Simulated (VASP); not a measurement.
# Nd (Im-3m) in VASP: notebook

One crystal, Nd, is run at these levels: PBE; tasks: single point.

Everything below comes from runs of VASP 6.6.1. Logs are shortened: lines on timing, memory, paths and dates and some standing lists are left out, and cuts for length are marked.

## Step 1: The crystal as given

Symmetry: Im-3m, No. 229, cubic system. The conventional cell has a = 4.151 Å, b = 4.151 Å, c = 4.151 Å, α = 90.00°, β = 90.00°, γ = 90.00°. Nd (site symmetry m-3m) is surrounded by 8 Nd at 3.59 Å.

This isn't the form of Nd at room conditions, which is double hcp.

## Step 2: Single point, PBE, collinear spin, ferromagnetic start

File INCAR:

```
SYSTEM = Nd
  ADDGRID = .False.
  ALGO = Normal
  EDIFF = 1E-6
  ENCUT = 520
  GGA = PE
  ISIF = 2
  ISMEAR = -1
  ISPIN = 2
  LASPH = .True.
  LCHARG = .False.
  LMAXMIX = 6
  LORBIT = 11
  LREAL = .False.
  LWAVE = .False.
  MAGMOM = 3
  NBANDS = 16
  NELM = 100
  PREC = Accurate
  SIGMA = 0.1
```

File KPOINTS:

```
k-points
0
Gamma
  5 5 5
  0 0 0
```

File POSCAR:

```
Nd
1.0
   -2.0754700287      2.0754700287      2.0754700287
    2.0754700287     -2.0754700287      2.0754700287
    2.0754700287      2.0754700287     -2.0754700287
Nd
1
Direct
    0.0000000000      0.0000000000      0.0000000000
```

Potentials or basis: VASP PAW PBE potentials, release 64 (Nd_3), 4f in core.

Run with:

```bash
> cat potpaw_PBE.64/Nd_3/POTCAR > POTCAR
> mpirun -np 1 vasp_std > vasp.out
```

OUTCAR:

```text
SYSTEM = Nd
   EDIFF = 1E-6
   ENCUT = 520
   GGA = PE
   ISIF = 2
   ISMEAR = -1
   ISPIN = 2
   LASPH = .True.
   LORBIT = 11
   LREAL = .False.
   NELM = 100
   PREC = Accurate

 Found     10 irreducible k-points:

 Following reciprocal coordinates:
            Coordinates               Weight
  0.000000  0.000000  0.000000      1.000000
  0.200000  0.000000  0.000000     12.000000
  0.400000  0.000000  0.000000     12.000000
  0.200000  0.200000  0.000000     24.000000
  0.400000  0.200000  0.000000     24.000000
  0.200000  0.200000  0.200000      8.000000
   k-points           NKPTS =     10   k-points in BZ     NKDIM =     10   number of bands    NBANDS=     16
   number of dos      NEDOS =    301   number of ions     NIONS =      1
   total plane-waves  NPLWV =  21952
   dimension x,y,z NGX =    28 NGY =   28 NGZ =   28
   dimension x,y,z NGXF=    56 NGYF=   56 NGZF=   56
   ions per type =               1
   NGX,Y,Z   is equivalent  to a cutoff of  12.95, 12.95, 12.95 a.u.
   NGXF,Y,Z  is equivalent  to a cutoff of  25.90, 25.90, 25.90 a.u.
 SYSTEM =  Nd
   PREC   = accura    normal or accurate (medium, high low for compatibility)
   ISTART =      0    job   : 0-new  1-cont  2-samecut
   ICHARG =      2    charge: 1-file 2-atom 10-const
   ISPIN  =      2    spin polarized calculation?
   LNONCOLLINEAR =      F non collinear calculations
   LSORBIT =      F    spin-orbit coupling
   LASPH  =      T    aspherical Exc in radial PAW
   ENCUT  =  520.0 eV  38.22 Ry    6.18 a.u.   6.68  6.68  6.68*2*pi/ulx,y,z
   NELM   =    100;   NELMIN=  2; NELMDL= -5     # of ELM steps
   EDIFF  = 0.1E-05   stopping-criterion for ELM
   LREAL  =      F    real-space projection
   EDIFFG = 0.1E-04   stopping-criterion for IOM
   NSW    =      0    number of steps for IOM
   IBRION =     -1    ionic relax: 0-MD 1-quasi-New 2-CG
   NFREE  =      0    steps in history (QN), initial steepest desc. (CG)
   ISIF   =      2    stress and relaxation
   ISYM   =      2    0-nonsym 1-usesym 2-fastsym
   POTIM  = 0.5000    time-step for ionic-motion
   TEBEG  =    0.0;   TEEND  =   0.0 temperature during run
   PSTRESS=    0.0 pullay stress
   NELECT =      11.0000    total number of electrons
   NUPDOWN=      -1.0000    fix difference up-down
   EMIN   =  10.00;   EMAX   =-10.00  energy-range for DOS
   EFERMI =   0.00;   METHOD = LEGACY
   ISMEAR =    -1;   SIGMA  =   0.10  broadening in eV -4-tet -1-fermi 0-gaus
   EFERMI_NEDOS =   21; number of points for ismear=-14 and -15
   IALGO  =     38    algorithm
   IMIX   =      4    mixing-type and parameters
     AMIX     =   0.40;   BMIX     =  1.00
     AMIX_MAG =   1.60;   BMIX_MAG =  1.00
  volume/ion in A,a.u.               =      35.76       241.33
  Fermi-wavevector in a.u.,A,eV,Ry     =   1.105103  2.088341 16.616139  1.221252
  Thomas-Fermi vector in A             =   2.241585
   LORBIT       =     11    0 simple, 1 ext, 2 COOP (PROOUT), +10 PAW based schemes
   GGA     = PE    functional components
   LHFCALC =     F    Hartree Fock is set to
   AEXX    =    0.0000 exact exchange contribution
   IVDW    =     0    specifies the selected vdW correction
   LEPSILON=     F    determine dielectric tensor
   LRPA    =     F    only Hartree local field effects (RPA)
 spin polarized calculation
  energy-cutoff  :      520.00
  volume of cell :       35.76
 maximum number of plane-waves:       971
   NGX = 13   NGY = 13   NGZ = 13

 number of electron      11.0000000 magnetization       0.6877294

 Free energy of the ion-electron system (eV)
  ---------------------------------------------------
  ext. energy  EPLUGINS =         0.00000000
  ---------------------------------------------------
  free energy    TOTEN  =        -4.59150257 eV

  energy without entropy =       -4.52860310  energy(sigma->0) =       -4.56005283

 E-fermi :   3.3370     XC(G=0):  -9.5852

 val. band max:        3.2130391290   @ k =   0.2000   0.2000   0.0000
 cond. band min:       3.4768502051   @ k =  -0.4000   0.4000   0.2000
 fundamental gap:      0.2638110761
 Fermi energy:         3.3369772738

 spin component 1

 k-point     1 :       0.0000    0.0000    0.0000
  band No.  band energies     occupation
      1     -34.7469      1.00000
      2     -15.3971      1.00000
      3     -15.3971      1.00000
      4     -15.3971      1.00000
      5      -0.8635      1.00000
      6       4.5576      0.00000
[... 8 lines left out ...]
     15      20.4295      0.00000
     16      22.1143      0.00000

 k-point     2 :       0.2000    0.0000    0.0000
  band No.  band energies     occupation
      1     -34.7053      1.00000
      2     -15.7621      1.00000
      3     -15.5087      1.00000
      4     -15.4002      1.00000
      5       0.1783      1.00000
      6       3.8763      0.00453
[... 8 lines left out ...]
     15      17.9063      0.00000
     16      20.7909      0.00000

 k-point     3 :       0.4000    0.0000    0.0000
  band No.  band energies     occupation
      1     -34.6369      1.00000
      2     -16.2991      1.00000
      3     -15.6820      1.00000
      4     -15.4056      1.00000
      5       1.1504      1.00000
      6       3.0594      0.94136
[... 8 lines left out ...]
     15      18.9162      0.00000
     16      19.5561      0.00000

 k-point     4 :       0.2000    0.2000    0.0000
  band No.  band energies     occupation
      1     -34.6501      1.00000
      2     -16.1201      1.00000
      3     -15.6703      1.00000
      4     -15.4777      1.00000
      5       1.5469      1.00000
      6       3.2130      0.77546
[... 8 lines left out ...]
     15      18.9026      0.00000
     16      21.3780      0.00000

 k-point     5 :       0.4000    0.2000    0.0000
  band No.  band energies     occupation
      1     -34.6156      1.00000
      2     -16.2683      1.00000
      3     -15.8582      1.00000
      4     -15.5001      1.00000
      5       1.8923      1.00000
      6       3.0630      0.93934
[... 8 lines left out ...]
     15      18.4213      0.00000
     16      21.1536      0.00000

 k-point     6 :       0.2000    0.2000    0.2000
  band No.  band energies     occupation
      1     -34.6218      1.00000
      2     -16.1463      1.00000
      3     -15.7392      1.00000
      4     -15.7392      1.00000
      5       3.0055      0.96493
      6       3.0055      0.96493
[... 8 lines left out ...]
     15      19.5218      0.00000
     16      20.6798      0.00000

 [... further k-points ...]

 spin component 2

 k-point     1 :       0.0000    0.0000    0.0000
  band No.  band energies     occupation
      1     -34.5989      1.00000
      2     -15.2104      1.00000
      3     -15.2104      1.00000
      4     -15.2104      1.00000
      5      -0.3289      1.00000
      6       5.0009      0.00000
[... 8 lines left out ...]
     15      20.8791      0.00000
     16      22.5289      0.00000

 k-point     2 :       0.2000    0.0000    0.0000
  band No.  band energies     occupation
      1     -34.5586      1.00000
      2     -15.5610      1.00000
      3     -15.3177      1.00000
      4     -15.2136      1.00000
      5       0.7035      1.00000
      6       4.3370      0.00005
[... 8 lines left out ...]
     15      18.3858      0.00000
     16      21.2397      0.00000

 k-point     3 :       0.4000    0.0000    0.0000
  band No.  band energies     occupation
      1     -34.4926      1.00000
      2     -16.0791      1.00000
      3     -15.4846      1.00000
      4     -15.2192      1.00000
      5       1.6412      1.00000
      6       3.5346      0.12176
[... 8 lines left out ...]
     15      19.4482      0.00000
     16      20.0613      0.00000

 k-point     4 :       0.2000    0.2000    0.0000
  band No.  band energies     occupation
      1     -34.5053      1.00000
      2     -15.9062      1.00000
      3     -15.4731      1.00000
      4     -15.2883      1.00000
      5       2.0556      1.00000
      6       3.6570      0.03915
[... 8 lines left out ...]
     15      19.4056      0.00000
     16      21.8807      0.00000

 k-point     5 :       0.4000    0.2000    0.0000
  band No.  band energies     occupation
      1     -34.4720      1.00000
      2     -16.0495      1.00000
      3     -15.6541      1.00000
      4     -15.3100      1.00000
      5       2.3730      0.99993
      6       3.5319      0.12467
[... 8 lines left out ...]
     15      18.9023      0.00000
     16      21.6593      0.00000

 k-point     6 :       0.2000    0.2000    0.2000
  band No.  band energies     occupation
      1     -34.4780      1.00000
      2     -15.9319      1.00000
      3     -15.5398      1.00000
      4     -15.5398      1.00000
      5       3.4816      0.19057
      6       3.4816      0.19057
[... 8 lines left out ...]
     15      20.0597      0.00000
     16      21.2256      0.00000

 [... further k-points ...]
[... 5 lines left out ...]
  --------------------------------------------------------------------------------------
  -------------------------------------------------------------------------------------
  Total        0.1226447      0.1226447      0.1226447     -0.0000000     -0.0000000     -0.0000000
  in kB        5.4947771      5.4947771      5.4947771     -0.0000000     -0.0000000     -0.0000000
  external PRESSURE =       5.4947771 kB  Pullay stress =       0.0000000 kB

 VOLUME and BASIS-vectors are now :
 -----------------------------------------------------------------------------
  energy-cutoff  :      520.00
  volume of cell :       35.76
      direct lattice vectors                 reciprocal lattice vectors
    -2.075470029  2.075470029  2.075470029     0.000000000  0.240909285  0.240909285
     2.075470029 -2.075470029  2.075470029     0.240909285  0.000000000  0.240909285
     2.075470029  2.075470029 -2.075470029     0.240909285  0.240909285  0.000000000

 POSITION                                       TOTAL-FORCE (eV/Angst)
 -----------------------------------------------------------------------------------
      0.00000      0.00000      0.00000        -0.000000      0.000000      0.000000
 -----------------------------------------------------------------------------------
    total drift:                               -0.000000     -0.000000     -0.000000

  FREE ENERGIE OF THE ION-ELECTRON SYSTEM (eV)
  ---------------------------------------------------
  free  energy   TOTEN  =        -4.5915025682 eV

  energy  without entropy=       -4.5286030991  energy(sigma->0) =       -4.56005283

 total charge

# of ion       s       p       d       tot
------------------------------------------
    1        2.152   5.779   0.945   8.876

 magnetization (x)

# of ion       s       p       d       tot
------------------------------------------
    1        0.005   0.023   0.289   0.316
```

Wall time 13 s (1 thread of Intel Xeon Platinum 8488C (Sapphire Rapids), shared host); peak memory 0.17 GiB.

The run converged, but some of its settings lie outside the range that counts as converged, so its numbers aren't taken as properties of the crystal.

What came out:

```
Free energy                                           : -4.5915 eV
Pressure                                              : 0.5 GPa
Band gap on the k mesh                                : none (metal or under the smearing width)
Net moment                                            : 0.69 μB per cell
Site moments                                          : Nd +0.32 μB
Valence electrons inside the program's atomic spheres : Nd 8.88
```

Caveat: the k mesh is coarse (spacing up to 0.43 Å⁻¹), so the values aren't converged; the magnetic or orbital state may not be the lowest; spin-orbit coupling is left out, which moves the levels of the heavy elements; the 4f electrons are frozen in the core as for a trivalent ion, so they carry no moment and show no levels.

## Step 3: Single point, PBE, collinear spin, ferromagnetic start

INCAR: that of step 2 with these lines changed.

```diff
@@ -4,3 +4,3 @@
   EDIFF = 1E-6
-  ENCUT = 520
+  ENCUT = 220
   GGA = PE
```

File KPOINTS:

```
k-points
0
Gamma
  8 8 8
  0 0 0
```

POSCAR is that of step 2.

Potentials or basis: VASP PAW PBE potentials, release 64 (Nd_3), 4f in core.

Run with:

```bash
> cat potpaw_PBE.64/Nd_3/POTCAR > POTCAR
> mpirun -np 1 vasp_std > vasp.out
```

Run time: 10 s. Hardware: 1 thread of Intel Xeon Platinum 8488C (Sapphire Rapids), shared host; peak memory 0.12 GiB.

The run converged, but some of its settings lie outside the range that counts as converged, so its numbers aren't taken as properties of the crystal.

Results:

* Free energy: -4.6245 eV
* Pressure: -0.3 GPa
* Band gap on the k mesh: none (metal or under the smearing width)
* Net moment: 0.00 μB per cell
* Valence electrons inside the program's atomic spheres: Nd 8.88

Caveat: the magnetic or orbital state may not be the lowest; spin-orbit coupling is left out, which moves the levels of the heavy elements; the 4f electrons are frozen in the core as for a trivalent ion, so they carry no moment and show no levels.

## Step 4: Single point, PBE, collinear spin, ferromagnetic start

INCAR: that of step 3 with these lines changed.

```diff
@@ -4,3 +4,3 @@
   EDIFF = 1E-6
-  ENCUT = 220
+  ENCUT = 650
   GGA = PE
```

File KPOINTS:

```
k-points
0
Gamma
  5 5 5
  0 0 0
```

POSCAR is that of step 3.

Run with:

```bash
> cat potpaw_PBE.64/Nd_3/POTCAR > POTCAR
> mpirun -np 1 vasp_std > vasp.out
```

It took 19 s on 1 thread of Intel Xeon Platinum 8488C (Sapphire Rapids), shared host; peak memory 0.18 GiB.

These settings aren't checked as converged: the numbers below hold their error.

Results:

```yaml
Free_energy: -4.5915 eV
Pressure: 0.6 GPa
Band_gap_on_the_k_mesh: none (metal or under the smearing width)
Net_moment: 0.69 μB per cell
Site_moments: Nd +0.32 μB
Valence_electrons_inside_the_program's_atomic_spheres: Nd 8.88
```

Caveat: the k mesh is coarse (spacing up to 0.43 Å⁻¹), so the values aren't converged; the magnetic or orbital state may not be the lowest; spin-orbit coupling is left out, which moves the levels of the heavy elements; the 4f electrons are frozen in the core as for a trivalent ion, so they carry no moment and show no levels.

## Step 5: Single point, PBE, collinear spin, ferromagnetic start

INCAR: that of step 4 with these lines changed.

```diff
@@ -4,3 +4,3 @@
   EDIFF = 1E-6
-  ENCUT = 650
+  ENCUT = 220
   GGA = PE
```

File KPOINTS:

```
k-points
0
Gamma
  9 9 9
  0 0 0
```

POSCAR is that of step 4.

Run with:

```bash
> cat potpaw_PBE.64/Nd_3/POTCAR > POTCAR
> mpirun -np 1 vasp_std > vasp.out
```

It took 13 s on 1 thread of Intel Xeon Platinum 8488C (Sapphire Rapids), shared host; peak memory 0.12 GiB.

These settings aren't checked as converged: the numbers below hold their error.

Results:

```yaml
Free_energy: -4.6265 eV
Pressure: -0.2 GPa
Band_gap_on_the_k_mesh: none (metal or under the smearing width)
Net_moment: 0.00 μB per cell
Valence_electrons_inside_the_program's_atomic_spheres: Nd 8.88
```

Caveat: the magnetic or orbital state may not be the lowest; spin-orbit coupling is left out, which moves the levels of the heavy elements; the 4f electrons are frozen in the core as for a trivalent ion, so they carry no moment and show no levels.

## Step 6: Single point, PBE, collinear spin, ferromagnetic start

INCAR: that of step 5 with these lines changed.

```diff
@@ -4,3 +4,3 @@
   EDIFF = 1E-6
-  ENCUT = 220
+  ENCUT = 280
   GGA = PE
```

File KPOINTS:

```
k-points
0
Gamma
  8 8 8
  0 0 0
```

POSCAR is that of step 5.

Potentials or basis: VASP PAW PBE potentials, release 64 (Nd_3), 4f in core.

Run with:

```bash
> cat potpaw_PBE.64/Nd_3/POTCAR > POTCAR
> mpirun -np 1 vasp_std > vasp.out
```

Wall time 12 s (1 thread of Intel Xeon Platinum 8488C (Sapphire Rapids), shared host); peak memory 0.13 GiB.

These settings aren't checked as converged: the numbers below hold their error.

What came out:

* Free energy: -4.6199 eV
* Pressure: -0.2 GPa
* Band gap on the k mesh: none (metal or under the smearing width)
* Net moment: 0.00 μB per cell
* Valence electrons inside the program's atomic spheres: Nd 8.88

Caveat: the magnetic or orbital state may not be the lowest; spin-orbit coupling is left out, which moves the levels of the heavy elements; the 4f electrons are frozen in the core as for a trivalent ion, so they carry no moment and show no levels.

## Step 7: The reference run

An earlier run on the cell as given: functional PBE; potentials or basis VASP PAW PBE potentials, release 64 (Nd); cutoff 520 eV; k mesh 9 × 9 × 9; occupations fermi-dirac, width 0.05 eV; collinear spin, ferromagnetic start; starting moments [3.0] μB.

* Pressure: -0.1 GPa
* Band gap on the k mesh: none (metal or under the smearing width)
* Net moment: 4.08 μB per cell
* Site moments: Nd +3.37 μB
* Valence electrons inside the program's atomic spheres: Nd 11.23
